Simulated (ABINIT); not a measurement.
Crystal: GaAs.

```
As Ga
1.0
     0.00000    2.82685    2.82685
     2.82685    0.00000    2.82685
     2.82685    2.82685    0.00000
As Ga
1 1
Direct
  0.75000 0.75000 0.75000
  0.00000 0.00000 0.00000
```

Base run:

- Program: ABINIT 10.8.3 (patched build)
- Functional: SOGGA
- Potentials or basis: JTH PAW PBE v2.0 sp
- Cutoff: 463 eV
- k mesh: 8 × 8 × 8
- Occupations: fermi-dirac, width 0.05 eV
- Spin: no spin polarisation

Its results: band gap on the k mesh 0.50 eV, direct; pressure -0.4 GPa.

Problem. The run is repeated on the same cell with these changes: functional from SOGGA to WC. What comes out?

Solution. Band gap on the k mesh 0.41 eV, direct; pressure 0.3 GPa.

Caveats: the PAW data sets were made with another functional, which shifts forces and pressure a little; this set keeps more shells in the core, which shifts pressures and gaps.

Not every run made on this cell is shown here.
